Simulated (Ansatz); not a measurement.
**Lanthanum, dhcp under PBE: how the plane-wave cutoff moves the result**

A convergence test of the plane-wave cutoff. The geometry was relaxed under PBE beforehand and stays fixed; 9 values are run, from 150 to 800 eV. Wanted are the values from which on the energy stays within 10 and 1 meV/atom, and the pressure within 0.5 GPa, of the last run. Within the series other settings stay, but some runs also write fields, which adds to their time. Spin polarisation is left out.

Method: DFT PBE, plane waves with PAW, scalar-relativistic, in Ansatz 0.2.0.

### 1 The system as given

It takes space group P6_3/mmc (No. 194, hexagonal). The conventional cell has a = 3.773 Å, b = 3.773 Å, c = 12.113 Å, α = 90.00°, β = 90.00°, γ = 120.00°. La (site symmetry -3m) is surrounded by 12 La at 3.73 to 3.77 Å. Around La (site symmetry -6m2) lie 12 La at 3.73 to 3.77 Å.

Structure file:

```xyz
4
Lattice="3.7727 0.0000 0.0000 -1.8863 3.2673 0.0000 0.0000 0.0000 12.1127" Properties=species:S:1:pos:R:3 pbc="T T T"
La    0.0000    0.0000    0.0000
La   -1.8863    3.2673    6.0564
La    0.0000    2.1782    9.0845
La    1.8863    1.0891    3.0282
```

### 2 A run at the usual settings, for scale

Contents of input.yaml:

```yaml
crystal:
  lattice:
    - [3.7726980145, 0.0, 0.0]
    - [-1.8863490072, 3.2672523214, 0.0]
    - [0.0, 0.0, 12.1127038589]
  atoms:
    - { symbol: La, position: [0.0, 0.0, 0.0] }
    - { symbol: La, position: [0.0, 1.0, 0.5] }
    - { symbol: La, position: [0.3333333333, 0.6666666667, 0.75] }
    - { symbol: La, position: [0.6666666667, 0.3333333333, 0.25] }
hamiltonian:
  xc: pbe
  pseudopotentials:
    kind: paw
    azcp:
      La: "pseudopotentials/La.paw.azcp"
basis:
  ecutwfc: 420
  fft_grid_basis: typed
kpoints:
  mp_grid: { grid: [13, 13, 4], shift: [0, 0, 0] }
magnetization:
  spin_polarized: false
scf:
  occupations: { method: fermi_dirac, width: 0.1 }
  lower_state_search: "off"
output:
  stress: true
```

On the command line:

```console
> ansatz run input.yaml --threads 1 --pin off --max-ram 3584MiB --backend cpu --events-out ev --progress --plain --runs-dir out
```

The program printed (excerpt; [...] marks lines left out):

```text
[...]
Pseudopotentials: kind: paw
Pseudopotential: La, paw, valence charge 11, recommended cutoff 420 eV (normal), <dir>
Functional definition: PBE
[...]
Crystal: 4 atoms, lattice volume = 149.306 Å³
Basis set: ecut = 420 eV, 2933 PW (Γ)
Bands: 27, of which v1, the nominal top of the filled ones, is band 22 counted from 1 (21 counted from 0)
Symmetry: 24 space group operations
Space group: P63/mmc (ITA 194), of the structure as read, at distance tolerance 5.3e-5 Å
k-points: 63 of 676
[...]
SCF iter   1: F=—  HF=-25000.492326 eV  |F-HF|=—  |Δ(HF+E_count)|=         —  Δρ=3.14e-3  dr2=1.40e-2  ethr=1.77e-3  ⟨swp⟩=6.3  Hψ=8370  notcnv=0
[...]
SCF iter   7: F=-25000.493996 eV  HF=-25000.493996 eV  |F-HF|=3.27e-10  |Δ(HF+E_count)|=   6.48e-9  Δρ=2.93e-6  dr2=1.47e-8  ethr=2.27e-10  ⟨swp⟩=4.3  Hψ=6389  notcnv=0
[...]
SCF converged after 7 iterations
Free energy (F): -25000.493996 eV
[...]
E sigma→0 (E₀):  -25000.382638 eV
Entropy (-TS):   -0.222715 eV (-55.679 meV/atom)
Fermi energy:    10.972451 eV
[...]
--- Stress (GPa, compression-positive) ---
       -0.064907       0.000000      -0.000000
        0.000000      -0.064907       0.000000
       -0.000000       0.000000       0.007592
  P = ⅓ Tr σ = -0.0407 GPa (-0.407 kbar)
```

Wall time 26 s (1 thread of Intel Xeon Platinum 8259CL at 2.50GHz (Skylake/Cascade Lake), shared host); peak memory 0.68 GiB.

### 3 With a cutoff of 150 eV

The run at 150 eV.

Changes to input.yaml since step 2:

```diff
@@ -17,6 +17,6 @@
 basis:
-  ecutwfc: 420
+  ecutwfc: 150
   fft_grid_basis: typed
 kpoints:
-  mp_grid: { grid: [13, 13, 4], shift: [0, 0, 0] }
+  mp_grid: { grid: [10, 10, 3], shift: [0, 0, 0] }
 magnetization:
```

On the command line:

```console
> ansatz run input.yaml --threads 1 --pin off --max-ram 3584MiB --backend cpu --events-out ev --progress --plain --runs-dir out
```

The program printed (excerpt; [...] marks lines left out):

```text
Warning: basis.ecutwfc = 150 eV is below the records' recommended 420 eV, and the density's cutoff is lower with it unless basis.ecutrho_ratio is high enough to keep the records' density cutoff: compare with a run at a higher cutoff
Warning: basis.ecutrho_ratio 4 (ecutrho = 600 eV, dense FFT grid 16×16×50): the grid does not resolve the core-correction charge of La (measure 0.56 e/Å^2.5); warned from 0.08. The energy and each atom's force then go with where the atoms sit on the grid: on a 12-atom cubic HfO2 cell [...]
[... 3 set-up lines as earlier in the session ...]
[...]
Crystal: 4 atoms, lattice volume = 149.306 Å³
Basis set: ecut = 150 eV, 637 PW (Γ)
Bands: 27, of which v1, the nominal top of the filled ones, is band 22 counted from 1 (21 counted from 0)
[... 2 set-up lines as earlier in the session ...]
k-points: 28 of 300
[...]
SCF iter   1: F=—  HF=-24990.419177 eV  |F-HF|=—  |Δ(HF+E_count)|=         —  Δρ=2.55e-2  dr2=3.13e-1  ethr=1.77e-3  ⟨swp⟩=4.8  Hψ=3379  notcnv=0
[...]
SCF iter   6: F=-24990.459571 eV  HF=-24990.459571 eV  |F-HF|=2.28e-8  |Δ(HF+E_count)|=   2.63e-7  Δρ=6.90e-6  dr2=9.68e-8  ethr=2.27e-10  ⟨swp⟩=3.2  Hψ=3005  notcnv=0
[...]
SCF converged after 6 iterations
Free energy (F): -24990.459571 eV
[...]
E sigma→0 (E₀):  -24990.367889 eV
Entropy (-TS):   -0.183363 eV (-45.841 meV/atom)
Fermi energy:    11.108117 eV
[...]
--- Stress (GPa, compression-positive) ---
        2.271009       0.000000      -0.000000
        0.000000       2.271009       0.000000
       -0.000000       0.000000       2.197371
  P = ⅓ Tr σ = 2.2465 GPa (22.465 kbar)
```

Wall time 2.5 s (1 thread of Intel Xeon Platinum 8259CL at 2.50GHz (Skylake/Cascade Lake), shared host); peak memory 0.51 GiB.

### 4 With a cutoff of 200 eV

The run at 200 eV.

Changes to input.yaml since step 3:

```diff
@@ -17,3 +17,3 @@
 basis:
-  ecutwfc: 150
+  ecutwfc: 200
   fft_grid_basis: typed
@@ -28 +28,5 @@
   stress: true
+  write_density: true
+  write_potential: true
+  elf: true
+  volumetric_format: npy
```

On the command line:

```console
> ansatz run input.yaml --threads 1 --pin off --max-ram 3584MiB --backend cpu --events-out ev --progress --plain --runs-dir out
```

The program printed (excerpt; [...] marks lines left out):

```text
Warning: basis.ecutwfc = 200 eV is below the records' recommended 420 eV, and the density's cutoff is lower with it unless basis.ecutrho_ratio is high enough to keep the records' density cutoff: compare with a run at a higher cutoff
Warning: basis.ecutrho_ratio 4 (ecutrho = 800 eV, dense FFT grid 18×18×60): the grid does not resolve the core-correction charge of La (measure 0.12 e/Å^2.5); warned from 0.08. The energy and each atom's force then go with where the atoms sit on the grid: on a 12-atom cubic HfO2 cell [...]
[... 3 set-up lines as earlier in the session ...]
[...]
Crystal: 4 atoms, lattice volume = 149.306 Å³
Basis set: ecut = 200 eV, 981 PW (Γ)
Bands: 27, of which v1, the nominal top of the filled ones, is band 22 counted from 1 (21 counted from 0)
[... 2 set-up lines as earlier in the session ...]
k-points: 28 of 300
[...]
SCF iter   1: F=—  HF=-24996.708522 eV  |F-HF|=—  |Δ(HF+E_count)|=         —  Δρ=1.37e-2  dr2=1.14e-1  ethr=1.77e-3  ⟨swp⟩=5.5  Hψ=3516  notcnv=0
[...]
SCF iter   6: F=-24996.723897 eV  HF=-24996.723897 eV  |F-HF|=8.32e-9  |Δ(HF+E_count)|=   6.28e-7  Δρ=6.06e-6  dr2=6.86e-8  ethr=2.27e-10  ⟨swp⟩=7.2  Hψ=5452  notcnv=0
[...]
SCF converged after 6 iterations
Free energy (F): -24996.723897 eV
[...]
E sigma→0 (E₀):  -24996.625368 eV
Entropy (-TS):   -0.197057 eV (-49.264 meV/atom)
Fermi energy:    11.034333 eV
[...]
--- Stress (GPa, compression-positive) ---
        0.726514       0.000000      -0.000000
       -0.000000       0.726514       0.000000
       -0.000000       0.000000       0.576601
  P = ⅓ Tr σ = 0.6765 GPa (6.765 kbar)
--- Band table (eV; the first three rows and the last of 28) ---
  k-point 0: bands = ["-22.0073", "-21.9182", "-21.8949", "-21.8001", "-6.3168", "-5.6761", "-5.6556", "-5.1531", "-5.1531", "-5.0687", "-5.0687", "-5.0555", "-5.0555", "-4.9691", "-4.9691", "-4.9262", "7.8173", "9.1285", "9.1388", "9.2340", "11.6392", "11.7693", "12.1886", "12.1886", [...]
[...]
```

Wall time 4.2 s (1 thread of Intel Xeon Platinum 8259CL at 2.50GHz (Skylake/Cascade Lake), shared host); peak memory 0.54 GiB.

### 5 With a cutoff of 250 eV

The run at 250 eV.

Changes to input.yaml since step 4:

```diff
@@ -17,3 +17,3 @@
 basis:
-  ecutwfc: 200
+  ecutwfc: 250
   fft_grid_basis: typed
@@ -28,5 +28 @@
   stress: true
-  write_density: true
-  write_potential: true
-  elf: true
-  volumetric_format: npy
```

On the command line:

```console
> ansatz run input.yaml --threads 1 --pin off --max-ram 3584MiB --backend cpu --events-out ev --progress --plain --runs-dir out
```

The program printed (excerpt; [...] marks lines left out):

```text
Warning: basis.ecutwfc = 250 eV is below the records' recommended 420 eV, and the density's cutoff is lower with it unless basis.ecutrho_ratio is high enough to keep the records' density cutoff: compare with a run at a higher cutoff
[...]
[... 3 set-up lines as earlier in the session ...]
[...]
Crystal: 4 atoms, lattice volume = 149.306 Å³
Basis set: ecut = 250 eV, 1339 PW (Γ)
Bands: 27, of which v1, the nominal top of the filled ones, is band 22 counted from 1 (21 counted from 0)
[... 2 set-up lines as earlier in the session ...]
k-points: 28 of 300
[...]
SCF iter   1: F=—  HF=-24999.565688 eV  |F-HF|=—  |Δ(HF+E_count)|=         —  Δρ=6.50e-3  dr2=2.80e-2  ethr=1.77e-3  ⟨swp⟩=6.6  Hψ=8072  notcnv=0  defer=1
[...]
SCF iter   7: F=-24999.576867 eV  HF=-24999.576867 eV  |F-HF|=2.38e-9  |Δ(HF+E_count)|=   1.29e-8  Δρ=2.69e-6  dr2=1.01e-8  ethr=2.27e-10  ⟨swp⟩=4.1  Hψ=2926  notcnv=0
[...]
SCF converged after 7 iterations
Free energy (F): -24999.576867 eV
[...]
E sigma→0 (E₀):  -24999.468862 eV
Entropy (-TS):   -0.216010 eV (-54.002 meV/atom)
Fermi energy:    10.983410 eV
[...]
--- Stress (GPa, compression-positive) ---
        0.056650      -0.000000      -0.000000
        0.000000       0.056650       0.000000
       -0.000000       0.000000       0.127679
  P = ⅓ Tr σ = 0.0803 GPa (0.803 kbar)
```

Wall time 6.2 s (1 thread of Intel Xeon Platinum 8259CL at 2.50GHz (Skylake/Cascade Lake), shared host); peak memory 0.54 GiB.

### 6 With a cutoff of 300 eV

The run at 300 eV.

Changes to input.yaml since step 5:

```diff
@@ -17,3 +17,3 @@
 basis:
-  ecutwfc: 250
+  ecutwfc: 300
   fft_grid_basis: typed
```

On the command line:

```console
> ansatz run input.yaml --threads 1 --pin off --max-ram 3584MiB --backend cpu --events-out ev --progress --plain --runs-dir out
```

The program printed (excerpt; [...] marks lines left out):

```text
Warning: basis.ecutwfc = 300 eV is below the records' recommended 420 eV, and the density's cutoff is lower with it unless basis.ecutrho_ratio is high enough to keep the records' density cutoff: compare with a run at a higher cutoff
[...]
[... 3 set-up lines as earlier in the session ...]
[...]
Crystal: 4 atoms, lattice volume = 149.306 Å³
Basis set: ecut = 300 eV, 1787 PW (Γ)
Bands: 27, of which v1, the nominal top of the filled ones, is band 22 counted from 1 (21 counted from 0)
[... 2 set-up lines as earlier in the session ...]
k-points: 28 of 300
[...]
SCF iter   1: F=—  HF=-25000.347931 eV  |F-HF|=—  |Δ(HF+E_count)|=         —  Δρ=3.67e-3  dr2=1.46e-2  ethr=1.77e-3  ⟨swp⟩=6.8  Hψ=8218  notcnv=0  defer=1
[...]
SCF iter   6: F=-25000.352803 eV  HF=-25000.352803 eV  |F-HF|=4.35e-9  |Δ(HF+E_count)|=   1.14e-6  Δρ=4.82e-6  dr2=3.64e-8  ethr=2.27e-10  ⟨swp⟩=3.0  Hψ=3603  notcnv=0
[...]
SCF converged after 6 iterations
Free energy (F): -25000.352803 eV
[...]
E sigma→0 (E₀):  -25000.242402 eV
Entropy (-TS):   -0.220803 eV (-55.201 meV/atom)
Fermi energy:    10.971814 eV
[...]
--- Stress (GPa, compression-positive) ---
       -0.038334      -0.000000      -0.000000
        0.000000      -0.038334       0.000000
       -0.000000       0.000000      -0.019898
  P = ⅓ Tr σ = -0.0322 GPa (-0.322 kbar)
```

It took 6.2 s on 1 thread of Intel Xeon Platinum 8259CL at 2.50GHz (Skylake/Cascade Lake), shared host; peak memory 0.57 GiB.

### 7 With a cutoff of 350 eV

The run at 350 eV.

Changes to input.yaml since step 6:

```diff
@@ -17,3 +17,3 @@
 basis:
-  ecutwfc: 300
+  ecutwfc: 350
   fft_grid_basis: typed
```

On the command line:

```console
> ansatz run input.yaml --threads 1 --pin off --max-ram 3584MiB --backend cpu --events-out ev --progress --plain --runs-dir out
```

The program printed (excerpt; [...] marks lines left out):

```text
Warning: basis.ecutwfc = 350 eV is below the records' recommended 420 eV, and the density's cutoff is lower with it unless basis.ecutrho_ratio is high enough to keep the records' density cutoff: compare with a run at a higher cutoff
[...]
[... 3 set-up lines as earlier in the session ...]
[...]
Crystal: 4 atoms, lattice volume = 149.306 Å³
Basis set: ecut = 350 eV, 2197 PW (Γ)
Bands: 27, of which v1, the nominal top of the filled ones, is band 22 counted from 1 (21 counted from 0)
[... 2 set-up lines as earlier in the session ...]
k-points: 28 of 300
[...]
SCF iter   1: F=—  HF=-25000.481190 eV  |F-HF|=—  |Δ(HF+E_count)|=         —  Δρ=3.12e-3  dr2=1.34e-2  ethr=1.77e-3  ⟨swp⟩=6.8  Hψ=8327  notcnv=0
[...]
SCF iter   7: F=-25000.483094 eV  HF=-25000.483094 eV  |F-HF|=1.09e-9  |Δ(HF+E_count)|=   1.36e-8  Δρ=2.41e-6  dr2=1.16e-8  ethr=2.27e-10  ⟨swp⟩=4.2  Hψ=2711  notcnv=0
[...]
SCF converged after 7 iterations
Free energy (F): -25000.483094 eV
[...]
E sigma→0 (E₀):  -25000.372296 eV
Entropy (-TS):   -0.221595 eV (-55.399 meV/atom)
Fermi energy:    10.970639 eV
[...]
--- Stress (GPa, compression-positive) ---
        0.000148       0.000000      -0.000000
        0.000000       0.000148       0.000000
       -0.000000       0.000000       0.001462
  P = ⅓ Tr σ = 0.0006 GPa (0.006 kbar)
```

Wall time 9.2 s (1 thread of Intel Xeon Platinum 8259CL at 2.50GHz (Skylake/Cascade Lake), shared host); peak memory 0.58 GiB.

### 8 With a cutoff of 420 eV

The run at 420 eV.

Changes to input.yaml since step 7:

```diff
@@ -17,3 +17,3 @@
 basis:
-  ecutwfc: 350
+  ecutwfc: 420
   fft_grid_basis: typed
@@ -28 +28,5 @@
   stress: true
+  write_density: true
+  write_potential: true
+  elf: true
+  volumetric_format: npy
```

On the command line:

```console
> ansatz run input.yaml --threads 1 --pin off --max-ram 3584MiB --backend cpu --events-out ev --progress --plain --runs-dir out
```

The program printed (excerpt; [...] marks lines left out):

```text
[...]
[... 3 set-up lines as earlier in the session ...]
[...]
Crystal: 4 atoms, lattice volume = 149.306 Å³
Basis set: ecut = 420 eV, 2933 PW (Γ)
Bands: 27, of which v1, the nominal top of the filled ones, is band 22 counted from 1 (21 counted from 0)
[... 2 set-up lines as earlier in the session ...]
k-points: 28 of 300
[...]
SCF iter   1: F=—  HF=-25000.492562 eV  |F-HF|=—  |Δ(HF+E_count)|=         —  Δρ=3.07e-3  dr2=1.33e-2  ethr=1.77e-3  ⟨swp⟩=6.7  Hψ=8465  notcnv=0
[...]
SCF iter   7: F=-25000.494038 eV  HF=-25000.494038 eV  |F-HF|=1.35e-10  |Δ(HF+E_count)|=   9.00e-9  Δρ=2.34e-6  dr2=1.04e-8  ethr=2.27e-10  ⟨swp⟩=10.8  Hψ=6129  notcnv=0
[...]
SCF converged after 7 iterations
Free energy (F): -25000.494038 eV
[...]
E sigma→0 (E₀):  -25000.383226 eV
Entropy (-TS):   -0.221625 eV (-55.406 meV/atom)
Fermi energy:    10.970725 eV
[...]
--- Stress (GPa, compression-positive) ---
       -0.001266       0.000000      -0.000000
        0.000000      -0.001266       0.000000
       -0.000000       0.000000       0.000531
  P = ⅓ Tr σ = -0.0007 GPa (-0.007 kbar)
--- Band table (eV; the first three rows and the last of 28) ---
[...]
```

Wall time 22 s (1 thread of Intel Xeon Platinum 8259CL at 2.50GHz (Skylake/Cascade Lake), shared host); peak memory 0.61 GiB.

### 9 With a cutoff of 500 eV

The run at 500 eV.

Changes to input.yaml since step 8:

```diff
@@ -17,3 +17,3 @@
 basis:
-  ecutwfc: 420
+  ecutwfc: 500
   fft_grid_basis: typed
```

On the command line:

```console
> ansatz run input.yaml --threads 1 --pin off --max-ram 3584MiB --backend cpu --events-out ev --progress --plain --runs-dir out
```

The program printed (excerpt; [...] marks lines left out):

```text
[...]
[... 3 set-up lines as earlier in the session ...]
[...]
Crystal: 4 atoms, lattice volume = 149.306 Å³
Basis set: ecut = 500 eV, 3765 PW (Γ)
Bands: 27, of which v1, the nominal top of the filled ones, is band 22 counted from 1 (21 counted from 0)
[... 2 set-up lines as earlier in the session ...]
k-points: 28 of 300
[...]
SCF iter   1: F=—  HF=-25000.494344 eV  |F-HF|=—  |Δ(HF+E_count)|=         —  Δρ=3.07e-3  dr2=1.33e-2  ethr=1.77e-3  ⟨swp⟩=6.9  Hψ=8482  notcnv=0
[...]
SCF iter   6: F=-25000.495449 eV  HF=-25000.495449 eV  |F-HF|=2.92e-8  |Δ(HF+E_count)|=   4.68e-7  Δρ=4.90e-6  dr2=6.65e-8  ethr=2.27e-10  ⟨swp⟩=18.8  Hψ=8109  notcnv=0
[...]
SCF converged after 6 iterations
Free energy (F): -25000.495449 eV
[...]
E sigma→0 (E₀):  -25000.384631 eV
Entropy (-TS):   -0.221636 eV (-55.409 meV/atom)
Fermi energy:    10.970675 eV
[...]
--- Stress (GPa, compression-positive) ---
       -0.001730       0.000000      -0.000000
        0.000000      -0.001730       0.000000
       -0.000000       0.000000      -0.000150
  P = ⅓ Tr σ = -0.0012 GPa (-0.012 kbar)
--- Band table (eV; the first three rows and the last of 28) ---
[...]
```

Run time: 20 s. Hardware: 1 thread of Intel Xeon Platinum 8259CL at 2.50GHz (Skylake/Cascade Lake), shared host; peak memory 0.66 GiB.

### 10 With a cutoff of 600 eV

The run at 600 eV.

Changes to input.yaml since step 9:

```diff
@@ -17,3 +17,3 @@
 basis:
-  ecutwfc: 500
+  ecutwfc: 600
   fft_grid_basis: typed
@@ -28,5 +28 @@
   stress: true
-  write_density: true
-  write_potential: true
-  elf: true
-  volumetric_format: npy
```

On the command line:

```console
> ansatz run input.yaml --threads 1 --pin off --max-ram 3584MiB --backend cpu --events-out ev --progress --plain --runs-dir out
```

The program printed (excerpt; [...] marks lines left out):

```text
[...]
[... 3 set-up lines as earlier in the session ...]
[...]
Crystal: 4 atoms, lattice volume = 149.306 Å³
Basis set: ecut = 600 eV, 5035 PW (Γ)
Bands: 27, of which v1, the nominal top of the filled ones, is band 22 counted from 1 (21 counted from 0)
[... 2 set-up lines as earlier in the session ...]
k-points: 28 of 300
[...]
SCF iter   1: F=—  HF=-25000.494614 eV  |F-HF|=—  |Δ(HF+E_count)|=         —  Δρ=3.07e-3  dr2=1.33e-2  ethr=1.77e-3  ⟨swp⟩=7.3  Hψ=8543  notcnv=0
[...]
SCF iter   7: F=-25000.496005 eV  HF=-25000.496005 eV  |F-HF|=1.53e-10  |Δ(HF+E_count)|=  3.31e-10  Δρ=2.32e-6  dr2=1.00e-8  ethr=2.27e-10  ⟨swp⟩=4.9  Hψ=3062  notcnv=0
[...]
SCF converged after 7 iterations
Free energy (F): -25000.496005 eV
[...]
E sigma→0 (E₀):  -25000.385184 eV
Entropy (-TS):   -0.221642 eV (-55.410 meV/atom)
Fermi energy:    10.970689 eV
[...]
--- Stress (GPa, compression-positive) ---
       -0.001579      -0.000000      -0.000000
        0.000000      -0.001579       0.000000
       -0.000000       0.000000       0.000053
  P = ⅓ Tr σ = -0.0010 GPa (-0.010 kbar)
```

It took 22 s on 1 thread of Intel Xeon Platinum 8259CL at 2.50GHz (Skylake/Cascade Lake), shared host; peak memory 0.71 GiB.

### 11 With a cutoff of 800 eV

The run at 800 eV.

Changes to input.yaml since step 10:

```diff
@@ -17,3 +17,3 @@
 basis:
-  ecutwfc: 600
+  ecutwfc: 800
   fft_grid_basis: typed
```

On the command line:

```console
> ansatz run input.yaml --threads 1 --pin off --max-ram 3584MiB --backend cpu --events-out ev --progress --plain --runs-dir out
```

The program printed (excerpt; [...] marks lines left out):

```text
[...]
[... 3 set-up lines as earlier in the session ...]
[...]
Crystal: 4 atoms, lattice volume = 149.306 Å³
Basis set: ecut = 800 eV, 7621 PW (Γ)
Bands: 27, of which v1, the nominal top of the filled ones, is band 22 counted from 1 (21 counted from 0)
[... 2 set-up lines as earlier in the session ...]
k-points: 28 of 300
[...]
SCF iter   1: F=—  HF=-25000.494495 eV  |F-HF|=—  |Δ(HF+E_count)|=         —  Δρ=3.08e-3  dr2=1.33e-2  ethr=1.77e-3  ⟨swp⟩=7.2  Hψ=8594  notcnv=0
[...]
SCF iter   7: F=-25000.496113 eV  HF=-25000.496113 eV  |F-HF|=1.66e-9  |Δ(HF+E_count)|=   3.14e-8  Δρ=2.78e-6  dr2=1.56e-8  ethr=2.27e-10  ⟨swp⟩=3.2  Hψ=3378  notcnv=0
[...]
SCF converged after 7 iterations
Free energy (F): -25000.496113 eV
[...]
E sigma→0 (E₀):  -25000.385292 eV
Entropy (-TS):   -0.221642 eV (-55.411 meV/atom)
Fermi energy:    10.970678 eV
[...]
--- Stress (GPa, compression-positive) ---
       -0.001621       0.000000      -0.000000
        0.000000      -0.001621       0.000000
       -0.000000       0.000000       0.000096
  P = ⅓ Tr σ = -0.0010 GPa (-0.010 kbar)
```

It took 34 s on 1 thread of Intel Xeon Platinum 8259CL at 2.50GHz (Skylake/Cascade Lake), shared host; peak memory 0.83 GiB.

### 12 The series

Differences are taken from the run at 800 eV.

| cutoff (eV) | plane waves at Γ | E(σ → 0) (meV/atom) | P (GPa) | SCF cycles | CPU time |
| --- | --- | --- | --- | --- | --- |
| 150 | 637 | 2504.35 | 2.25 | 6 | 2.4 s |
| 200 | 981 | 939.98 | 0.68 | 6 | 4.2 s |
| 250 | 1339 | 229.11 | 0.08 | 7 | 6.2 s |
| 300 | 1787 | 35.72 | -0.03 | 6 | 6.2 s |
| 350 | 2197 | 3.25 | 0.00 | 7 | 9.3 s |
| 420 | 2933 | 0.52 | 0.00 | 7 | 22 s |
| 500 | 3765 | 0.17 | 0.00 | 6 | 20 s |
| 600 | 5035 | 0.03 | 0.00 | 7 | 22 s |
| 800 | 7621 | 0.00 | 0.00 | 7 | 34 s |

### 13 Results

| quantity | value |
| --- | --- |
| E(σ → 0) stays within 10 meV/atom of 800 eV | from 350 eV on |
| E(σ → 0) stays within 1 meV/atom | from 420 eV on |
| pressure stays within 0.5 GPa | from 250 eV on |
| pressure at 800 eV | 0.00 GPa |
| CPU time, dearest over cheapest | 14 |
| run at the usual settings (mesh 13×13×4 against the series' 10×10×3, 420 eV) | +0.7 meV/atom from 800 eV, -0.04 GPa |

The far end, 150 eV, lies +2504 meV/atom and +2.2 GPa from the yardstick. The energy falls at each step up in cutoff, as the variational principle asks. Total energies within 1 meV/atom need 420 eV; differences between like structures often settle sooner.
